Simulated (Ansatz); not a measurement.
**1T-IrSTe monolayer in a perpendicular field**

Wanted: the out-of-plane response of the 1T-IrSTe monolayer. A positive field points along +c.

Calculated with Ansatz 0.2.0; plane-wave DFT, PBE-D3(BJ), Ansatz PAW.

**1. The starting structure**

The cell holds 3 atoms: 1 Te, 1 Ir and 1 S. Cell: a = 3.581 Å, b = 3.581 Å, c = 36.582 Å, α = 90.0°, β = 90.0°, γ = 120.0°. Vacuum lies along c.

**2. Relaxing the slab**

The starting cell is a guess, so the in-plane lattice and the atoms are relaxed first, with the slab cut off from its images along the normal.

The input, input.yaml:

```yaml
crystal:
  lattice:
    - [3.581057, 0.0, 0.0]
    - [-1.7905285, 3.1012863344, 0.0]
    - [0.0, 0.0, 36.58160865]
  atoms:
    - { symbol: Te, position: [0.6666666667, 0.3333333333, 0.4619807773] }
    - { symbol: Ir, position: [0.0, 0.0, 0.5081206246], spin: 1.0 }
    - { symbol: S, position: [0.3333333333, 0.6666666667, 0.5380192227] }
  periodic: [true, true, false]
magnetization:
  spin_polarized: true
kpoints:
  mp_grid: { grid: [12, 12, 1] }
hamiltonian:
  xc: pbe
  dispersion: d3bj
scf:
  occupations: { method: fermi_dirac, width: 0.05 }
  convergence: { dr2_threshold: 1.0e-09 }
relax:
  f_tol: 0.004
  max_steps: 90
  cell: {}
output:
  write_potential: true
  write_density: true
  volumetric_format: npy
```

On the command line:

```
$ ansatz run input.yaml --threads 4 --pin off --max-ram 6144MiB --backend cpu --events-out ev --progress --plain --runs-dir out
```

Numbers of over 12 decimals in the logs are rounded to 6 here.

The program printed:

```text
Warning: relax.cell: scf.convergence.dr2_threshold = 1e-9 eV is looser than the 1.83632785657e-10 eV advised for a relaxation that steers and ends on the stress (1e-10 eV for each atom of the cell: 3, times the square of relax.cell.stress_2d_tol = 0.05 N/m over 12.8 Å (the atoms' height at the walk's start and 5 Å past either face), 3.912e-2 GPa, over a crystal's default 0.05). What an SCF threshold leaves in a stress goes as its square root, and in the free energy as the threshold itself, and one threshold admits the most on a small cell: [figures from the program's tests cut] Set scf.convergence.dr2_threshold to 1.83632785657e-10 eV or tighter. [rest of the remark cut]
Engine: ansatz 0.2.0, x86_64-unknown-linux-gnu
Pseudopotentials: kind: paw
Pseudopotential: Te, paw, valence charge 16, recommended cutoff 420 eV (normal), Te.paw.azcp
Pseudopotential: Ir, paw, valence charge 17, recommended cutoff 420 eV (normal), Ir.paw.azcp
Pseudopotential: S, paw, valence charge 6, recommended cutoff 420 eV (normal), S.paw.azcp
Functional definition: PBE
  parameter kappa = 0.804
  parameter beta = 0.066725
  exchange = pbe_x(kappa = kappa, mu = beta*pi^2/3)
  correlation = pbe_c(beta = beta)
Crystal: 3 atoms, lattice volume = 406.271 Å³
Basis set: ecut = 420 eV, 7797 PW (Γ), exchange–correlation on 48×48×500 points (8 copies of the dense FFT grid, shifted against one another)
Bands: 24, of which v1, the nominal top of the filled ones, is band 20 counted from 1 (19 counted from 0)
Symmetry: 6 space group operations
Space group: P3m1 (ITA 156), of the structure as read, at distance tolerance 7.4e-5 Å
Magnetic group: BNS 156.49 (UNI 1279), of the structure as read, at distance tolerance 7.4e-5 Å
k-points: 19 of 144 (time reversal used)
Non-local potential: Te, projectors of the file, l = 0: 2, l = 1: 2, l = 2: 2, l = 3: 2
Non-local potential: Ir, projectors of the file, l = 0: 3, l = 1: 2, l = 2: 2, l = 3: 1
Non-local potential: S, projectors of the file, l = 0: 2, l = 1: 2, l = 2: 2
PAW form: soft (Blöchl's): semilocal exchange-correlation on the pseudo side does not see the compensation charge
PAW one-centre angular grid: Te, 590 points (default); XC on 64 Gauss nodes
PAW one-centre angular grid: Ir, 590 points (default); XC on 64 Gauss nodes
PAW one-centre angular grid: S, 110 points (default); XC on 64 Gauss nodes
Initial density: superposition of atomic densities (neutral atoms: chi_scale 0, normalization atom)
Starting moments: Σ|m| = 1 μB on 1 of 3 sites
Initial wavefunctions: pseudopotential atomic-orbital guess
Functional: x = pbe(κ = 0.804, μ = 0.219515), c = pbe(β = 0.066725)
SCF iter   1: F=—  HF=-19818.095525 eV  |F-HF|=—  |Δ(HF+E_count)|=         —  Δρ=9.86e-3 (↑9.86e-3 ↓9.16e-3)  dr2=2.34e0  dr2_m=5.65e-2  M=0.643 μB ∫|m|=0.673 μB  β_m=0.30  ethr=3.10e-3  ⟨swp⟩=17.5  Hψ=8278  notcnv=0
Mixer restart at iter 1: flushing history
preconditioner: auto → LDOS  [metal: Δε(μ)=0.036 eV  Ē_g=8.735 eV  σ=0.050 eV  W_gap=0.17  n_scr=20 (ndim 8)  ℏωp=8.4 eV  f_vac=0.808  D(μ)=2.90/eV (n_scr^D=12)]
spin=Collinear: LDOS preconditioning applied to the charge; magnetization (m = ρ↑ − ρ↓) channel mixes plain (no charge-response kernel on spin).
SCF iter   2: F=—  HF=-19818.300562 eV  |F-HF|=—  |Δ(HF+E_count)|=   2.05e-1  Δρ=7.42e-3 (↑7.42e-3 ↓7.08e-3)  dr2=1.24e0  dr2_m=4.67e-2  M=0.526 μB ∫|m|=0.558 μB  β_m=0.63  ethr=3.10e-3  ⟨swp⟩=3.0  Hψ=1425  notcnv=0
SCF iter   3: F=—  HF=-19818.665811 eV  |F-HF|=—  |Δ(HF+E_count)|=   3.65e-1  Δρ=2.54e-3 (↑2.54e-3 ↓1.67e-3)  dr2=8.75e-2  dr2_m=1.17e-2  M=0.213 μB ∫|m|=0.239 μB  β_m=0.78  ethr=3.10e-3  ⟨swp⟩=4.5  Hψ=1910  notcnv=0  defer=1
SCF iter   4: F=—  HF=-19818.699629 eV  |F-HF|=—  |Δ(HF+E_count)|=         —  Δρ=1.29e-3 (↑1.13e-3 ↓1.29e-3)  dr2=2.34e-3  dr2_m=4.94e-3  M=0.041 μB ∫|m|=0.053 μB  β_m=0.78  ethr=2.24e-4  ⟨swp⟩=4.1  Hψ=2186  notcnv=0
SCF iter   5: F=—  HF=-19818.700289 eV  |F-HF|=—  |Δ(HF+E_count)|=   6.60e-4  Δρ=3.05e-4 (↑3.05e-4 ↓2.92e-4)  dr2=3.12e-4  dr2_m=2.42e-4  M=0.015 μB ∫|m|=0.019 μB  β_m=0.88  ethr=5.99e-6  ⟨swp⟩=3.6  Hψ=2236  notcnv=0
SCF iter   6: F=—  HF=-19818.700521 eV  |F-HF|=—  |Δ(HF+E_count)|=   2.32e-4  Δρ=1.04e-4 (↑7.69e-5 ↓1.04e-4)  dr2=8.96e-5  dr2_m=2.17e-5  M=0.005 μB ∫|m|=0.006 μB  β_m=0.85  ethr=8.00e-7  ⟨swp⟩=3.4  Hψ=2135  notcnv=0  defer=2
SCF iter   7: F=—  HF=-19818.700522 eV  |F-HF|=—  |Δ(HF+E_count)|=   1.46e-6  Δρ=4.12e-5 (↑4.12e-5 ↓3.47e-5)  dr2=9.47e-6  dr2_m=3.72e-6  M=0.002 μB ∫|m|=0.003 μB  β_m=0.84  ethr=2.30e-7  ⟨swp⟩=3.7  Hψ=2102  notcnv=0
SCF iter   8: F=—  HF=-19818.700527 eV  |F-HF|=—  |Δ(HF+E_count)|=   4.84e-6  Δρ=9.98e-6 (↑9.62e-6 ↓9.98e-6)  dr2=1.57e-6  dr2_m=1.62e-7  M=0.001 μB ∫|m|=0.001 μB  β_m=0.80  ethr=2.43e-8  ⟨swp⟩=3.2  Hψ=2069  notcnv=0  defer=1
SCF iter   9: F=—  HF=-19818.700527 eV  |F-HF|=—  |Δ(HF+E_count)|=   4.01e-7  Δρ=3.19e-6 (↑2.51e-6 ↓3.19e-6)  dr2=4.76e-8  dr2_m=2.51e-8  M=0.000 μB ∫|m|=0.000 μB  β_m=0.89  ethr=4.03e-9  ⟨swp⟩=3.7  Hψ=2163  notcnv=0
SCF iter  10: F=—  HF=-19818.700528 eV  |F-HF|=—  |Δ(HF+E_count)|=   1.59e-7  Δρ=1.26e-6 (↑9.60e-7 ↓1.26e-6)  dr2=6.01e-9  dr2_m=3.80e-9  M=0.000 μB ∫|m|=0.000 μB  β_m=0.93  ethr=1.22e-10  ⟨swp⟩=3.6  Hψ=2105  notcnv=0
SCF iter  11: F=—  HF=-19818.700528 eV  |F-HF|=—  |Δ(HF+E_count)|=   3.36e-8  Δρ=3.01e-7 (↑2.94e-7 ↓3.01e-7)  dr2=1.47e-9  dr2_m=2.10e-10  M=0.000 μB ∫|m|=0.000 μB  β_m=0.83  ethr=1.54e-11  ⟨swp⟩=3.2  Hψ=1974  notcnv=0
SCF iter  12: F=-19818.700528 eV  HF=-19818.700528 eV  |F-HF|=1.21e-9  |Δ(HF+E_count)|=   1.79e-9  Δρ=8.58e-8 (↑6.59e-8 ↓8.58e-8)  dr2=5.47e-11  dr2_m=1.35e-11  M=0.000 μB ∫|m|=0.000 μB  ethr=2.56e-12  ⟨swp⟩=8.8  Hψ=7053  notcnv=0
WARN: the starting moments were not kept: the SCF closed with an absolute magnetisation of 7.1e-6 μB, where they sum to 1 μB in size (1 site). That is at most 0.1 of that sum. Measured as dr2_m measures the in/out step, that magnetisation stands 5.8e-12 eV from none, at or under the dr2_threshold of 1.0e-9 eV: it is no larger than a step whose dr2_m would equal this threshold. The system may hold no moment; this SCF  [...]
SCF 1 converged in 12 iterations: F = -19818.700528 eV  dr2 = 5.47e-11
  greatest PAW one-centre occupation: 1.000 electrons in one spin orbital (limit 2), on the Ir atom at site 1 (counted from 0), in its partial waves of l = 0
relax step   1: F+E_penalty+E_count = -19818.70052758 eV  Δ(F+E_penalty+E_count) = +0.000e0 eV  max|allowed force component| = 6.577e-1 eV/Å  Δτ_max = 0.0000 Å  P = +1.673 N/m  Ω = 406.271 Å³  fix = [c, alpha, beta]  reactions: c +0.000 N/m  (12 SCF iters, accepted)
[...]
relax step   7: F+E_penalty+E_count = -19818.75382782 eV  Δ(F+E_penalty+E_count) = -9.488e-5 eV  max|allowed force component| = 9.208e-3 eV/Å  Δτ_max = 0.0039 Å  P = -0.007 N/m  Ω = 386.129 Å³  energy of the carried Pulay correction = +7.020e-4 eV  fix = [c, alpha, beta]  reactions: c -0.000 N/m  (9 SCF iters, accepted)
[...]
relax step   8: F+E_penalty+E_count = -19818.75382651 eV  Δ(F+E_penalty+E_count) = +1.311e-6 eV  max|allowed force component| = 4.172e-3 eV/Å  Δτ_max = 0.0009 Å  P = -0.002 N/m  Ω = 386.245 Å³  energy of the carried Pulay correction = +6.979e-4 eV  fix = [c, alpha, beta]  reactions: c -0.000 N/m  (7 SCF iters, accepted)
[...]
relax step   9: F+E_penalty+E_count = -19818.75382913 eV  Δ(F+E_penalty+E_count) = -2.617e-6 eV  max|allowed force component| = 5.873e-5 eV/Å  Δτ_max = 0.0003 Å  P = +0.000 N/m  Ω = 386.193 Å³  energy of the carried Pulay correction = +6.998e-4 eV  fix = [c, alpha, beta]  reactions: c +0.000 N/m  (6 SCF iters, accepted)
Initial wavefunctions: pseudopotential atomic-orbital guess (no wavefunctions were taken with the density)
iter 1 solved again at ethr=1.97e-7 eV; its pass at ethr=3.10e-3 eV (dr2=7.70e-5 eV) is discarded
SCF iter   1: F=—  HF=-19818.753095 eV  |F-HF|=—  |Δ(HF+E_count)|=         —  Δρ=2.06e-5 (↑2.06e-5 ↓2.06e-5)  dr2=2.70e-6  dr2_m=1.04e-11  M=-0.000 μB ∫|m|=0.000 μB  β_m=0.65  ethr=1.97e-7  ⟨swp⟩=5.9  Hψ=12085  notcnv=0
spin=Collinear: Resta preconditioning applied to the charge; magnetization (m = ρ↑ − ρ↓) channel mixes plain (no charge-response kernel on spin).
SCF iter   2: F=—  HF=-19818.753059 eV  |F-HF|=—  |Δ(HF+E_count)|=   3.64e-5  Δρ=9.83e-6 (↑9.83e-6 ↓9.81e-6)  dr2=5.61e-6  dr2_m=2.30e-12  M=-0.000 μB ∫|m|=0.000 μB  β_m=0.30  ethr=6.93e-9  ⟨swp⟩=3.1  Hψ=1971  notcnv=0
SCF iter   3: F=—  HF=-19818.753059 eV  |F-HF|=—  |Δ(HF+E_count)|=   1.60e-7  Δρ=8.95e-6 (↑8.95e-6 ↓8.94e-6)  dr2=8.23e-7  dr2_m=3.04e-12  M=-0.000 μB ∫|m|=0.000 μB  β_m=0.29  ethr=6.93e-9  ⟨swp⟩=3.2  Hψ=1493  notcnv=0
SCF iter   4: F=—  HF=-19818.753059 eV  |F-HF|=—  |Δ(HF+E_count)|=   2.86e-7  Δρ=5.92e-6 (↑5.92e-6 ↓5.91e-6)  dr2=1.49e-7  dr2_m=1.47e-12  M=-0.000 μB ∫|m|=0.000 μB  β_m=0.48  ethr=2.11e-9  ⟨swp⟩=1.8  Hψ=1166  notcnv=0
SCF iter   5: F=—  HF=-19818.753060 eV  |F-HF|=—  |Δ(HF+E_count)|=   5.35e-7  Δρ=2.20e-6 (↑2.20e-6 ↓2.19e-6)  dr2=7.73e-8  dr2_m=3.36e-13  M=-0.000 μB ∫|m|=0.000 μB  β_m=0.61  ethr=3.83e-10  ⟨swp⟩=3.5  Hψ=1969  notcnv=0
SCF iter   6: F=—  HF=-19818.753060 eV  |F-HF|=—  |Δ(HF+E_count)|=   1.17e-7  Δρ=5.44e-7 (↑5.44e-7 ↓5.41e-7)  dr2=4.66e-9  dr2_m=2.83e-14  M=-0.000 μB ∫|m|=0.000 μB  β_m=0.63  ethr=1.98e-10  ⟨swp⟩=2.6  Hψ=1520  notcnv=0
SCF iter   7: F=—  HF=-19818.753060 eV  |F-HF|=—  |Δ(HF+E_count)|=   1.05e-8  Δρ=8.04e-8 (↑8.03e-8 ↓8.04e-8)  dr2=3.24e-10  dr2_m=2.09e-15  M=-0.000 μB ∫|m|=0.000 μB  β_m=0.69  ethr=1.20e-11  ⟨swp⟩=3.8  Hψ=2169  notcnv=0
SCF iter   8: F=-19818.753060 eV  HF=-19818.753060 eV  |F-HF|=4.73e-11  |Δ(HF+E_count)|=  2.04e-10  Δρ=3.42e-8 (↑3.41e-8 ↓3.42e-8)  dr2=4.00e-11  dr2_m=2.19e-16  M=-0.000 μB ∫|m|=0.000 μB  ethr=1.00e-12  ⟨swp⟩=11.4  Hψ=7237  notcnv=0
the starting moments were not kept: the SCF closed with an absolute magnetisation of 1.1e-8 μB, where they sum to 1 μB in size (1 site). That is at most 0.1 of that sum. Measured as dr2_m measures the in/out step, that magnetisation stands 9.8e-18 eV from none, at or under the dr2_threshold of 1.0e-9 eV: it is no larger than a step whose dr2_m would equal this threshold.
SCF 10 converged in 8 iterations: F = -19818.753060 eV  dr2 = 4.00e-11
relax step  10: F+E_penalty+E_count = -19818.75305983 eV  Δ(F+E_penalty+E_count) = +7.693e-4 eV  max|allowed force component| = 3.401e-4 eV/Å  Δτ_max = 0.0000 Å  P = +0.004 N/m  Ω = 386.193 Å³  fix = [c, alpha, beta]  reactions: c +0.000 N/m  stress off target by 4.49e-3 N/m on what of the cell is left free  SCF on the basis re-selected at this cell (its energy is not comparable with the rows above)  (8 SCF iters)
basis re-selected at this cell: Δ(F+E_penalty+E_count) = +7.693e-4 eV, ΔP = +0.004 N/m vs the last step (what re-selecting the basis moved, of the pressure what is left beyond the Pulay correction that the steps carried, after the strain that the cell walked since its last selection, with what the two solves' SCF thresholds leave and, on support functions, any second-order correction that the steps lacked; it is no m [...]
WARN: The input density's exchange-correlation potential varies sharply where the density is thin. Do not read a vacuum level from v_tot or v_xc, or from such a field of the output density. On a cell that repeats whose density bears no net charge and no dipole along the vacuum's axis use v_es (v_loc + v_h of the components); under efield.dipole_correction with no amplitude use v_es + v_field, which holds any external [...]
SCF converged after 8 iterations
Magnetization: -0.0000 μB (19.5000 up, 19.5000 down)
Absolute magnetization: 0.0000 μB (∫|ρ↑−ρ↓|, with the PAW one-centre terms)
Spin contamination: 0.0000 ħ² per cell (⟨S²⟩ above its minimum at these occupations)
Per-site moments (μB) at R_I (Å): [(-2.4111183026701338e-9, 1.145744), (-3.7160093623884505e-10, 0.953061), (1.2460681540311012e-9, 0.953061)]
Free energy (F): -19818.753060 eV
Harris-Foulkes:  -19818.753060 eV  (|F-HF|=4.73e-11)
Internal energy: -19818.747627 eV  (E = F + TS)
E sigma→0 (E₀):  -19818.750343 eV
Entropy (-TS):   -0.005433 eV (-1.811 meV/atom)
Fermi energy:    -4.668927 eV
--- Per-component energies (eV) ---
  E_band       = -1146.784243
  E_kinetic    = 912.437503
  E_local      = -103252.148301  (includes V_loc(G=0)·N_el)
  E_nonlocal   = -208.140736
  E_hartree    = 51255.071499
  E_xc         = -489.094509
  E_vxc        = -491.274191  (∫ρ·V_xc dr)
  E_paw        = -14486.721165  (= ΣΔE_a)
  E_vpaw       = -617.802313  (= ΣTr[D̂ρ^β])
  E_aug_tail   = -0.000123  (compensation charges beyond the density's cutoff)
  E_ewald      = 46450.840976
  E_disp       = -0.992771  (pairwise vdW)
  E_smearing   = -0.005433  (= −TS)
  E_closure    = -0.000000  (closes the sum)
  Σ components = -19818.753060   (vs F -19818.753060, Δ=0.00e0)
--- Forces (eV/Å), atoms counted from 1 ---
  atom   1  Te     0.00000000     0.00000000    -0.00010026
  atom   2  Ir     0.00000000     0.00000000    -0.00023889
  atom   3  S      0.00000000     0.00000000     0.00034057
  max |Σ_I F_I| component: 1.41e-6 eV/Å
--- 2D stress c σ (N/m, compression-positive) ---
        0.004492      -0.000000       0.000000
        0.000000       0.004492       0.000000
        0.000000       0.000000       0.000000
  P = ½ c Tr σ = 0.0045 N/m
--- Band table (eV; the first three rows and the last of 38) ---
  k-point 0 ↑: bands = [... 16 lower, -7.3374, -5.0945, -4.0684, -4.0684, -1.5006, -1.5006, -1.3310, -0.2846]
  k-point 1 ↑: bands = [... 16 lower, -7.3864, -5.3982, -4.1102, -4.0645, -2.1308, -1.6747, -1.1506, -0.1067]
  k-point 2 ↑: bands = [... 16 lower, -7.4736, -5.9562, -4.3675, -4.1472, -2.9790, -1.9960, -0.7242, 0.2783]
  k-point 18 ↓: bands = [... 16 lower, -8.3774, -6.4281, -5.9367, -5.5612, -3.8735, -2.2787, -0.6453, 1.9448]
  the weakly bound empty levels are not read free of the cell's end (no_gap_told)
--- Relaxed structure (9 steps of the walk, 9 accepted, 1 SCFs on fresh bases) ---
  F+E_penalty+E_count = -19818.75305983 eV   max|allowed force component| = 3.401e-4 eV/Å   (the final SCF, on the basis selected at the relaxed cell)
  cell:  # Å, volume = 386.1926 Å³
    - [3.491445, 0.0, 0]
    - [-1.745723, 3.023680, 0]
    - [0, 0, 36.58160865]
  atoms:
    - { symbol: Te, position: [0.666667, 0.333333, 0.457595] }
    - { symbol: Ir, position: [2.6128310465166057e-18, 7.4652315614760355e-19, 0.509831] }
    - { symbol: S, position: [0.333333, 0.666667, 0.540695] }
```

Elapsed: 1.7 min, on 4 threads of Intel Xeon Platinum 8259CL at 2.50GHz (Skylake/Cascade Lake), shared host; peak memory 0.94 GiB.

Relaxation path:

| step | energy less that of the first step (eV) | largest force component (eV/Å) | volume (Å³) |
| --- | --- | --- | --- |
| 1 | 0.0000 | 0.6577 | 406.27 |
| 2 | -0.0053 | 0.4711 | 408.81 |
| 3 | -0.0368 | 0.1801 | 403.18 |
| 4 | -0.0435 | 0.2153 | 398.01 |
| 5 | -0.0523 | 0.1065 | 385.90 |
| 6 | -0.0532 | 0.0339 | 386.09 |
| 7 | -0.0533 | 0.0092 | 386.13 |
| 8 | -0.0533 | 0.0042 | 386.25 |
| 9 | -0.0533 | 0.0001 | 386.19 |
| 10* | -0.0525 | 0.0003 | 386.19 |

Relaxation steps marked * repeat the geometry before them on a plane-wave basis chosen anew for their cell, so energy and pressure can jump there.

The run keeps the 6 symmetry operations that it works with, so distortions that break them were not tested.

| cell as run | before | after | change |
| --- | --- | --- | --- |
| a (Å) | 3.581 | 3.491 | -2.5 % |
| b (Å) | 3.581 | 3.491 | -2.5 % |

The atoms that moved most (Å, along periodic axes as changes of fractional coordinates times the final cell, across vacuum about the mean position):

| atom | dx | dy | dz | length |
| --- | --- | --- | --- | --- |
| Te1 | 0.000 | 0.000 | -0.160 | 0.160 |
| S3 | 0.000 | 0.000 | 0.098 | 0.098 |
| Ir2 | 0.000 | 0.000 | 0.063 | 0.063 |

The relaxed structure:

```
Te Ir S
1.0
     3.49145    0.00000    0.00000
    -1.74572    3.02368    0.00000
     0.00000    0.00000   36.58161
Te Ir S
1 1 1
Direct
  0.66667 0.33333 0.45759
  0.00000 0.00000 0.50983
  0.33333 0.66667 0.54070
```

This step gave:

- energy at zero smearing: -19818.7503 eV

The lattice constant a goes from 3.581 to 3.491 Å.

[end of part 1 of 3]

[Logs are printed without paths, hosts, clocks, repeated set-up lines and the standing remarks that a program may print on its own settings, such as how far it seeks lower states.]

[Hosts, paths, dates, database ids (printed as entryN), source tags and the programs' standing remarks are cut or masked in the printed files.]

[Maps of the electrostatic potential energy from Ansatz leave out the sawtooth potential of an applied field or a dipole correction, so their vacuum need not be flat; planar profiles and work functions include it.]
